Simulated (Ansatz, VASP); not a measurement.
**ZnS: VASP beside Ansatz**

Wanted: the spread between two codes on one cell, functional and k mesh. The cell is taken from a series of runs on this material, whose earlier steps may have relaxed, scaled, displaced or heated it; both programs get it as it stands.

Calculated with Ansatz 0.2.0; plane waves, with VASP 6.6.1 beside it; zone-centre phonons at LDA.

## (1) Starting point

The structure is trigonal, space group R3m (No. 160). Conventional cell: a = 3.596 Å, b = 3.596 Å, c = 9.431 Å, α = 90.00°, β = 90.00°, γ = 120.00°. Nearest to S lie 4 Zn at 2.25 to 2.27 Å. Nearest to Zn lie 4 S at 2.25 to 2.27 Å. Farther neighbours and most contacts between anions are not listed.

## (2) VASP: zone-centre phonons, LDA, pair 1

Second derivatives magnify differences that forces hide, and they need a tight electronic threshold.

Lines of VASP's logs that name or quote its potential files are left out, and so is its time.

Input file INCAR:

```
SYSTEM = ZnS
PREC = Accurate
ENCUT = 500
EDIFF = 1E-08
NELM = 120
ISMEAR = 0
SIGMA = 0.01
LREAL = .FALSE.
ALGO = Normal
GGA = CA
NBANDS = 15
LORBIT = 11
LWAVE = .FALSE.
LCHARG = .FALSE.
ISIF = 2
IBRION = 8
LEPSILON = .TRUE.
LASPH = .TRUE.
GGA_COMPAT = .FALSE.
EFERMI = MIDGAP
KPAR = 2
```

Input file POSCAR:

```
ZnS
1.0
    0.1201132453      2.6625367081      2.6625367081
    2.6625367081      0.1201132453      2.6625367081
    2.6625367081      2.6625367081      0.1201132453
S Zn
1 1
Direct
    0.9954017191      0.9954017191      0.9954017191
    0.7545982809      0.7545982809      0.7545982809
```

Input file KPOINTS:

```
Automatic mesh
0
Gamma
12 12 12
0 0 0
```

PAW data sets: S and Zn (LDA family, release 64).

Run with:

```bash
$ mpirun -np 2 vasp_std
```

Numbers of over 12 decimals in the logs are rounded to 6 here.

The program printed:

```text
[banner, memory and clock lines left out]
running    2 mpi-ranks, on    1 nodes
 distrk:  each k-point on    1 cores,    2 groups
 distr:  one band on    1 cores,    1 groups

 POSCAR found type information on POSCAR S Zn
 POSCAR found :  2 types and       2 ions
 LDA part: xc-table for (Slater(with rela. corr.)+CA(PZ))
 , standard interpolation
 POSCAR, INCAR and KPOINTS ok, starting setup
 FFT: planning ... GRIDC
 FFT: planning ... GRID_SOFT
 FFT: planning ... GRID
 WAVECAR not read
 entering main loop
       N       E                     dE             d eps       ncg     rms          rms(c)
DAV:   1     0.809198409018E+02    0.80920E+02   -0.85564E+03  5670   0.144E+03
DAV:   2    -0.342461654827E+01   -0.84344E+02   -0.79200E+02  6328   0.268E+02
DAV:   3    -0.854666973924E+01   -0.51221E+01   -0.50969E+01  7077   0.637E+01
DAV:   4    -0.859915576948E+01   -0.52486E-01   -0.52469E-01  6748   0.664E+00
DAV:   5    -0.859971859825E+01   -0.56283E-03   -0.56282E-03  7280   0.677E-01    0.850E+00
DAV:   6    -0.817720323281E+01    0.42252E+00   -0.84203E-01  8565   0.354E+01    0.643E+00
DAV:   7    -0.814345061799E+01    0.33753E-01   -0.28855E-01  6895   0.592E+00    0.300E+00
DAV:   8    -0.813706400169E+01    0.63866E-02   -0.73168E-03  8483   0.169E+00    0.687E-01
DAV:   9    -0.813642746584E+01    0.63654E-03   -0.15754E-03  6349   0.302E-01    0.748E-02
DAV:  10    -0.813643684357E+01   -0.93777E-05   -0.12016E-04  7210   0.104E-01    0.499E-02
DAV:  11    -0.813643612134E+01    0.72223E-06   -0.14936E-05  8715   0.794E-02    0.138E-02
DAV:  12    -0.813643583078E+01    0.29055E-06   -0.19486E-06  7851   0.225E-02    0.573E-03
DAV:  13    -0.813643584494E+01   -0.14157E-07   -0.20997E-07  7301   0.511E-03    0.166E-03
DAV:  14    -0.813643584446E+01    0.47862E-09   -0.15957E-08  4614   0.967E-04
   1 F= -.81364358E+01 E0= -.81364358E+01  d E =0.000000E+00
 Linear response reoptimize wavefunctions to high precision
DAV:   1    -0.813643584463E+01   -0.16462E-09   -0.21269E-09  5420   0.716E-04
DAV:   2    -0.813643584468E+01   -0.56843E-10   -0.41099E-10  3325   0.174E-04
 Linear response G [H, r] |phi>, progress :
  Direction:   1
       N       E                     dE             d eps       ncg     rms
RMM:   1    -0.481974916654E+02   -0.48197E+02    0.16385E+02  9624   0.761E+01
RMM:   2    -0.488754979989E+02   -0.67801E+00   -0.94261E+00  9655   0.274E+01
RMM:   3    -0.491525319875E+02   -0.27703E+00   -0.80088E-01 10623   0.681E+00
RMM:   4    -0.491632804135E+02   -0.10748E-01   -0.30330E-02 10906   0.141E+00
RMM:   5    -0.491644094320E+02   -0.11290E-02   -0.94571E-03 11156   0.336E-01
RMM:   6    -0.491636978192E+02    0.71161E-03    0.66694E-04 11147   0.912E-02
RMM:   7    -0.491637654063E+02   -0.67587E-04    0.22347E-04 11299   0.272E-02
RMM:   8    -0.491637782220E+02   -0.12816E-04    0.13239E-04 11384   0.890E-03
RMM:   9    -0.491637854358E+02   -0.72139E-05    0.62615E-05 10438   0.302E-03
RMM:  10    -0.491637916982E+02   -0.62623E-05   -0.26360E-06  8628   0.125E-03
RMM:  11    -0.491637912689E+02    0.42931E-06    0.84666E-06  7625   0.574E-04
RMM:  12    -0.491637924728E+02   -0.12040E-05   -0.13226E-05  6567   0.374E-04
RMM:  13    -0.491637920489E+02    0.42393E-06   -0.27830E-06  5868   0.282E-04
RMM:  14    -0.491637923201E+02   -0.27119E-06   -0.22465E-05  5218   0.266E-04
RMM:  15    -0.491637921202E+02    0.19990E-06   -0.50855E-06  4792   0.243E-04
RMM:  16    -0.491637920677E+02    0.52535E-07   -0.15595E-05  4388   0.250E-04
RMM:  17    -0.491637921104E+02   -0.42688E-07    0.45518E-07  4117   0.235E-04
RMM:  18    -0.491637921519E+02   -0.41557E-07   -0.18947E-05  3863   0.248E-04
 Linear response G [H, r] |phi>, progress :
  Direction:   2
       N       E                     dE             d eps       ncg     rms
RMM:   1    -0.514505588971E+02   -0.51451E+02    0.10458E+02  9804   0.730E+01
RMM:   2    -0.521196710745E+02   -0.66911E+00   -0.93608E+00  9486   0.270E+01
RMM:   3    -0.522998439651E+02   -0.18017E+00   -0.72799E-01 10645   0.659E+00
RMM:   4    -0.523090894445E+02   -0.92455E-02   -0.33360E-02 10980   0.139E+00
RMM:   5    -0.523096226517E+02   -0.53321E-03   -0.96681E-03 11114   0.341E-01
RMM:   6    -0.523088908195E+02    0.73183E-03    0.55815E-04 11104   0.958E-02
RMM:   7    -0.523089488105E+02   -0.57991E-04    0.20253E-04 11275   0.293E-02
RMM:   8    -0.523089615492E+02   -0.12739E-04    0.11761E-04 11381   0.105E-02
RMM:   9    -0.523089691480E+02   -0.75988E-05    0.52373E-05 10442   0.369E-03
RMM:  10    -0.523089751529E+02   -0.60049E-05   -0.11046E-05  8644   0.166E-03
RMM:  11    -0.523089747460E+02    0.40692E-06    0.72704E-06  7550   0.783E-04
RMM:  12    -0.523089759738E+02   -0.12279E-05   -0.12791E-05  6513   0.502E-04
RMM:  13    -0.523089752873E+02    0.68656E-06   -0.56306E-07  5799   0.388E-04
RMM:  14    -0.523089755896E+02   -0.30232E-06   -0.92131E-06  5353   0.335E-04
[...]
RMM:   7    -0.583199604579E+00    0.69433E-08   -0.16758E-07  9245   0.102E-03
RMM:   8    -0.583199613313E+00   -0.87336E-08   -0.69198E-08  6826   0.417E-04
 change of polarisation eV/A/(eV/A) component  1 :     1.166     0.267     0.078
 dielectric tensor                  component  1 :     6.997     1.374     0.400
 Linear response to external field (no local field effect), progress :
  Direction:   2
[...]
RMM:  10    -0.530724269804E+00   -0.23810E-05   -0.51224E-08 27423   0.408E-04    0.150E-04
RMM:  11    -0.530725616627E+00   -0.13468E-05   -0.96500E-08 23325   0.160E-04    0.575E-05
RMM:  12    -0.530725300921E+00    0.31571E-06   -0.34715E-08 16915   0.709E-05    0.224E-05
RMM:  13    -0.530725307143E+00   -0.62216E-08   -0.44231E-08 10761   0.555E-05    0.276E-06
 change of polarisation eV/A/(eV/A) component  1 :     1.010     0.192    -0.137
 dielectric tensor                  component  1 :     6.195     0.989    -0.705
 Linear response to external field, progress :
  Direction:   2
       N       E                     dE             d eps       ncg     rms          rms(c)
RMM:   1    -0.530295406675E+00   -0.53030E+00   -0.19687E+00 18145   0.391E+00
RMM:   2    -0.554204612929E+00   -0.23909E-01   -0.13228E-02 25899   0.845E-01    0.140E+00
RMM:   3    -0.519082559133E+00    0.35122E-01   -0.23950E-02 25221   0.866E-01    0.725E-01
RMM:   4    -0.523761004496E+00   -0.46784E-02   -0.15878E-02 25735   0.708E-01    0.185E-01
RMM:   5    -0.529423919149E+00   -0.56629E-02   -0.74908E-04 24855   0.194E-01    0.359E-02
RMM:   6    -0.530316982507E+00   -0.89306E-03   -0.80392E-05 24347   0.688E-02    0.255E-02
RMM:   7    -0.530646845665E+00   -0.32986E-03   -0.76685E-06 26934   0.194E-02    0.630E-03
RMM:   8    -0.530725858216E+00   -0.79013E-04   -0.20884E-06 26497   0.647E-03    0.101E-03
RMM:   9    -0.530723222812E+00    0.26354E-05   -0.20131E-07 27351   0.169E-03    0.270E-04
RMM:  10    -0.530725610381E+00   -0.23876E-05   -0.98354E-08 27402   0.407E-04    0.150E-04
RMM:  11    -0.530726938167E+00   -0.13278E-05    0.37523E-08 23303   0.160E-04    0.574E-05
RMM:  12    -0.530726631805E+00    0.30636E-06    0.17768E-08 16942   0.712E-05    0.224E-05
RMM:  13    -0.530726637472E+00   -0.56670E-08    0.36267E-08 10727   0.557E-05    0.275E-06
 change of polarisation eV/A/(eV/A) component  2 :     0.123     1.010    -0.068
 dielectric tensor                  component  2 :     0.632     6.195    -0.347
 Linear response to external field, progress :
  Direction:   3
       N       E                     dE             d eps       ncg     rms          rms(c)
RMM:   1    -0.530346461434E+00   -0.53035E+00   -0.19692E+00 18147   0.391E+00
RMM:   2    -0.554200127025E+00   -0.23854E-01   -0.13223E-02 25896   0.844E-01    0.140E+00
RMM:   3    -0.519092028575E+00    0.35108E-01   -0.24041E-02 25209   0.866E-01    0.725E-01
RMM:   4    -0.523764945252E+00   -0.46729E-02   -0.15920E-02 25716   0.708E-01    0.185E-01
RMM:   5    -0.529421140797E+00   -0.56562E-02   -0.72154E-04 24855   0.194E-01    0.359E-02
RMM:   6    -0.530312188062E+00   -0.89105E-03   -0.41566E-05 24348   0.687E-02    0.255E-02
RMM:   7    -0.530645931227E+00   -0.33374E-03   -0.59021E-06 26933   0.193E-02    0.630E-03
RMM:   8    -0.530724801344E+00   -0.78870E-04   -0.80184E-07 26506   0.645E-03    0.101E-03
RMM:   9    -0.530722327655E+00    0.24737E-05   -0.15312E-07 27343   0.168E-03    0.268E-04
RMM:  10    -0.530724721762E+00   -0.23941E-05   -0.27690E-08 27391   0.405E-04    0.149E-04
RMM:  11    -0.530726063868E+00   -0.13421E-05   -0.11000E-07 23303   0.158E-04    0.572E-05
RMM:  12    -0.530725751094E+00    0.31277E-06   -0.30497E-08 16863   0.707E-05    0.222E-05
RMM:  13    -0.530725760706E+00   -0.96117E-08   -0.45785E-08 10679   0.554E-05    0.267E-06
 change of polarisation eV/A/(eV/A) component  3 :     0.191    -0.136     1.010
 dielectric tensor                  component  3 :     0.984    -0.700     6.195
 Linear response DOF=           2
 Linear response progress:
  Degree of freedom:   1/  2
       N       E                     dE             d eps       ncg     rms          rms(c)
RMM:   1    -0.105280465312E+00   -0.10528E+00    0.53309E-02 35653   0.238E+00
RMM:   2    -0.102773995760E+00    0.25065E-02   -0.53267E-03 22927   0.718E-01    0.187E-01
RMM:   3    -0.103200914498E+00   -0.42692E-03   -0.39084E-04 25050   0.160E-01    0.937E-02
RMM:   4    -0.103623633916E+00   -0.42272E-03   -0.58334E-05 25212   0.573E-02    0.186E-02
RMM:   5    -0.103639065722E+00   -0.15432E-04   -0.51174E-06 26184   0.150E-02    0.992E-03
RMM:   6    -0.103623774125E+00    0.15292E-04   -0.54976E-07 25969   0.445E-03    0.499E-03
RMM:   7    -0.103626818419E+00   -0.30443E-05   -0.11995E-07 25664   0.144E-03    0.717E-04
RMM:   8    -0.103627193706E+00   -0.37529E-06   -0.46174E-09 25083   0.458E-04    0.178E-04
RMM:   9    -0.103626979066E+00    0.21464E-06   -0.88565E-09 27197   0.130E-04    0.566E-05
RMM:  10    -0.103626934162E+00    0.44904E-07   -0.80588E-10 27131   0.485E-05    0.218E-05
RMM:  11    -0.103626916686E+00    0.17475E-07   -0.78178E-10 26816   0.190E-05    0.370E-06
RMM:  12    -0.103626900702E+00    0.15984E-07   -0.75302E-10 23027   0.896E-06    0.972E-07
RMM:  13    -0.103626900752E+00   -0.49753E-10   -0.23240E-09 16519   0.563E-06    0.223E-07
 first order change of Fermi-energy  -0.18962E+00
 force on displaced ion       1 direction 1 :  -7.963  -0.061  -0.061
 Born effective charge ion    1 direction 1 :  -1.849  -0.055  -0.055
 Linear response progress:
  Degree of freedom:   2/  2
       N       E                     dE             d eps       ncg     rms          rms(c)
RMM:   1    -0.212374357465E+00   -0.21237E+00    0.10554E-02 20178   0.225E+00
RMM:   2    -0.210210170006E+00    0.21642E-02   -0.31841E-03 22888   0.508E-01    0.135E-01
RMM:   3    -0.210037779565E+00    0.17239E-03   -0.83702E-05 27181   0.745E-02    0.791E-02
RMM:   4    -0.209822970042E+00    0.21481E-03   -0.16406E-05 27193   0.301E-02    0.502E-03
RMM:   5    -0.209824751715E+00   -0.17817E-05   -0.68929E-07 28215   0.505E-03    0.171E-03
RMM:   6    -0.209830201867E+00   -0.54502E-05   -0.53653E-08 27928   0.159E-03    0.314E-04
RMM:   7    -0.209830756233E+00   -0.55437E-06   -0.23478E-08 28398   0.422E-04    0.140E-04
RMM:   8    -0.209830848430E+00   -0.92197E-07   -0.97717E-09 27543   0.175E-04    0.349E-05
RMM:   9    -0.209830717490E+00    0.13094E-06   -0.39890E-09 27160   0.574E-05    0.234E-05
RMM:  10    -0.209830607753E+00    0.10974E-06   -0.33086E-09 27747   0.314E-05    0.209E-06
RMM:  11    -0.209830611793E+00   -0.40404E-08   -0.33717E-10 26432   0.107E-05    0.108E-06
 first order change of Fermi-energy   0.19013E+00
 force on displaced ion       2 direction 1 :  -7.965  -0.065  -0.065
 Born effective charge ion    2 direction 1 :   1.848   0.055   0.055
 Born effective charges drift removed
 Linear response finished
```

OUTCAR, selected parts (step 2):

```text
ion  position               nearest neighbor table
   1  0.995  0.995  0.995-   2 2.25   2 2.25   2 2.25   2 2.27
   2  0.755  0.755  0.755-   1 2.25   1 2.25   1 2.25   1 2.27

  LATTYP: Found a trigonal (rhomboedric) cell.
 ALAT       =     3.7673107963
 COS(alpha) =     0.5445582126

 Subroutine GETGRP returns: Found  6 space group operations
 (whereof  6 operations were pure point group operations)

The static configuration has the point symmetry C_3v.

 Found    189 irreducible k-points:

   k-points           NKPTS =    189   k-points in BZ     NKDIM =    189   number of bands    NBANDS=     15

   dimension x,y,z NGX =    28 NGY =   28 NGZ =   28
   dimension x,y,z NGXF=    56 NGYF=   56 NGZF=   56

   ENCUT  =  500.0 eV  36.75 Ry    6.06 a.u.   6.87  6.87  6.87*2*pi/ulx,y,z

   NELECT =      18.0000    total number of electrons

 k-points in reciprocal lattice and weights: Automatic mesh
   0.00000000  0.00000000  0.00000000       0.001
   0.08333333 -0.00000000 -0.00000000       0.003
   0.16666667  0.00000000  0.00000000       0.003
   0.25000000  0.00000000  0.00000000       0.003
   0.33333333  0.00000000  0.00000000       0.003
   0.41666667  0.00000000 -0.00000000       0.003
   0.50000000  0.00000000  0.00000000       0.002
   0.08333333  0.08333333  0.00000000       0.003
   0.16666667  0.08333333 -0.00000000       0.007
[...]
-0.41666667  0.50000000  0.41666667       0.003
   0.50000000  0.50000000  0.50000000       0.001

 average (electrostatic) potential at core
       1 -88.3119       2 -36.6617

  Total        1.1738915      1.1738915      1.1738915     -0.5511752     -0.5511752     -0.5511752
  in kB       53.4355122     53.4355122     53.4355122    -25.0894832    -25.0894832    -25.0894832
  external PRESSURE =      53.4355122 kB  Pullay stress =       0.0000000 kB

  energy-cutoff  :      500.00
  volume of cell :       35.20
      direct lattice vectors                 reciprocal lattice vectors
     0.120113245  2.662536708  2.662536708    -0.201000861  0.192324647  0.192324647
     2.662536708  0.120113245  2.662536708     0.192324647 -0.201000861  0.192324647
     2.662536708  2.662536708  0.120113245     0.192324647  0.192324647 -0.201000861

 POSITION                                       TOTAL-FORCE (eV/Angst)
 -----------------------------------------------------------------------------------
      5.42015      5.42015      5.42015        -0.001214     -0.001214     -0.001214
      4.10893      4.10893      4.10893         0.001214      0.001214      0.001214
 -----------------------------------------------------------------------------------
    total drift:                               -0.000066     -0.000066     -0.000066

 MACROSCOPIC STATIC DIELECTRIC TENSOR (including local field effects in DFT)
 ------------------------------------------------------
           6.194733     0.141946     0.141946
           0.141946     6.194733     0.141946
           0.141946     0.141946     6.194733
 ------------------------------------------------------

 PIEZOELECTRIC TENSOR (including local field effects)  for field in x, y, z        (C/m^2)
          XX          YY          ZZ          XY          YZ          ZX
  --------------------------------------------------------------------------------
  x     0.09153    -0.04422    -0.04422     0.00963    -0.64761     0.00963
  y    -0.04422     0.09153    -0.04422     0.00963     0.00963    -0.64761
  z    -0.04422    -0.04422     0.09153    -0.64761     0.00963     0.00963

 BORN EFFECTIVE CHARGES (including local field effects) (in |e|, cummulative output)
 ---------------------------------------------------------------------------------
 ion    1
    1    -1.84804    -0.05556    -0.05556
    2    -0.05556    -1.84804    -0.05556
    3    -0.05556    -0.05556    -1.84804
 ion    2
    1     1.84804     0.05556     0.05556
    2     0.05556     1.84804     0.05556
    3     0.05556     0.05556     1.84804

 Eigenvectors and eigenvalues of the dynamical matrix
 ----------------------------------------------------

   1 f  =    9.585154 THz    60.225299 2PiTHz  319.726326 cm-1    39.640994 meV
             X         Y         Z           dx          dy          dz
      5.420148  5.420148  5.420148    -0.472818   -0.472818   -0.472818
      4.108928  4.108928  4.108928     0.331325    0.331325    0.331325

   2 f  =    9.474025 THz    59.527055 2PiTHz  316.019457 cm-1    39.181401 meV
             X         Y         Z           dx          dy          dz
      5.420148  5.420148  5.420148    -0.631524    0.124940    0.506585
      4.108928  4.108928  4.108928     0.442147   -0.087474   -0.354673

   3 f  =    9.474025 THz    59.527055 2PiTHz  316.019457 cm-1    39.181401 meV
             X         Y         Z           dx          dy          dz
      5.420148  5.420148  5.420148     0.220343   -0.657088    0.436745
      4.108928  4.108928  4.108928    -0.154268    0.460045   -0.305777

   4 f/i=    0.000924 THz     0.005804 2PiTHz    0.030811 cm-1     0.003820 meV
             X         Y         Z           dx          dy          dz
      5.420148  5.420148  5.420148    -0.414102    0.396416    0.017685
      4.108928  4.108928  4.108928    -0.591467    0.566207    0.025260

   5 f/i=    0.000924 THz     0.005804 2PiTHz    0.030811 cm-1     0.003820 meV
             X         Y         Z           dx          dy          dz
      5.420148  5.420148  5.420148    -0.218660   -0.249292    0.467953
      4.108928  4.108928  4.108928    -0.312316   -0.356068    0.668383

   6 f/i=    0.003047 THz     0.019142 2PiTHz    0.101622 cm-1     0.012599 meV
             X         Y         Z           dx          dy          dz
      5.420148  5.420148  5.420148     0.331325    0.331325    0.331325
      4.108928  4.108928  4.108928     0.472818    0.472818    0.472818

 MACROSCOPIC STATIC DIELECTRIC TENSOR IONIC CONTRIBUTION
 ------------------------------------------------------
           2.206851     0.116199     0.116199
           0.116199     2.206851     0.116199
           0.116199     0.116199     2.206851
 ------------------------------------------------------

 ELASTIC MODULI CONTR FROM IONIC RELAXATION (kBar)
 Direction    XX          YY          ZZ          XY          YZ          ZX
 --------------------------------------------------------------------------------
 XX         -14.2879    -13.1435    -13.1435     31.9988     55.6232     32.7494
 YY         -13.1435    -14.2879    -13.1435     32.7494     31.9988     55.6232
 ZZ         -13.1435    -13.1435    -14.2879     55.6232     32.7494     31.9988
 XY          31.9988     32.7494     55.6232   -434.1674     38.5337     38.5337
 YZ          55.6232     31.9988     32.7494     38.5337   -434.1674     38.5337
 ZX          32.7494     55.6232     31.9988     38.5337     38.5337   -434.1674
 --------------------------------------------------------------------------------

 PIEZOELECTRIC TENSOR IONIC CONTR  for field in x, y, z        (C/m^2)
          XX          YY          ZZ          XY          YZ          ZX
  --------------------------------------------------------------------------------
  x    -0.12936    -0.08333    -0.08333    -0.03404     0.91610    -0.00386
  y    -0.08333    -0.12936    -0.08333    -0.00386    -0.03404     0.91610
  z    -0.08333    -0.08333    -0.12936     0.91610    -0.00386    -0.03404
```

(Part 1 of 2 ends here.)

[Lines on the potential files, build, host, timing and source positions are cut from VASP's logs without a mark.]

[Logs are printed without paths, hosts, clocks, repeated set-up lines and the standing remarks that a program may print on its own settings, such as how far it seeks lower states.]

[Hosts, paths, dates, database ids (printed as entryN), source tags and the programs' standing remarks are cut or masked in the printed files.]
